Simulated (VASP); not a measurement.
Wanted: an ASE script for a VASP 6.6.1 run.

```
Task                   : single point
Functional             : LDA
Potentials or basis    : VASP PAW LDA potentials, release 64 (Ag)
Cutoff                 : 520 eV
k mesh                 : 8 × 8 × 8
Occupations            : methfessel-paxton, width 0.1 eV
Spin                   : spin-orbit coupling, no magnetisation
Further INCAR settings : ALGO = Normal; EDIFF = 1.00e-06
```

The structure of Ag lies in POSCAR:

```
Ag
1.0
    0.0000000000      2.0427500000      2.0427500000
    2.0427500000      0.0000000000      2.0427500000
    2.0427500000      2.0427500000      0.0000000000
Ag
1
Direct
    0.0000000000      0.0000000000      0.0000000000
```

These files were run (other wordings do the same):

run.py

```python
from ase.calculators.vasp import Vasp
from ase.dft.bandgap import bandgap
from ase.io import read

atoms = read('POSCAR')
calc = Vasp(
    directory='calc',
    xc='lda',
    pp='LDA',
    setups='recommended',
    prec='Accurate',
    encut=520,
    ediff=1e-06,
    ismear=1,
    sigma=0.1,
    lreal=False,
    lasph=True,
    nelm=100,
    algo='Normal',
    isif=2,
    lwave=False,
    lcharg=False,
    lnoncollinear=True,
    lorbit=11,
    lsorbit=True,
    gga_compat=False,
    lmaxmix=4,
    kpts=[8, 8, 8],
    gamma=True,
)
atoms.calc = calc

print('energy (eV):', atoms.get_potential_energy())
print('free energy (eV):', atoms.get_potential_energy(force_consistent=True))
print('forces (eV/A):')
print(atoms.get_forces())
print('stress (eV/A^3, Voigt):', atoms.get_stress())
print('Fermi level (eV):', calc.get_fermi_level())
gap, top, bottom = bandgap(calc)
print('band gap (eV):', gap, 'from (spin, k, band)', top, 'to', bottom)
```

Potentials or basis: VASP PAW LDA potentials, release 64 (Ag).

Launch:

```bash
$ python run.py
```

It gave:

```yaml
Pressure: -6.6 GPa
Valence_electrons_inside_the_program's_atomic_spheres: Ag 9.87
```

Run time: 23 s on 1 thread of Intel(R) Xeon(R) 6975P-C (Granite Rapids), with other jobs on the host, peak memory 0.19 GiB.
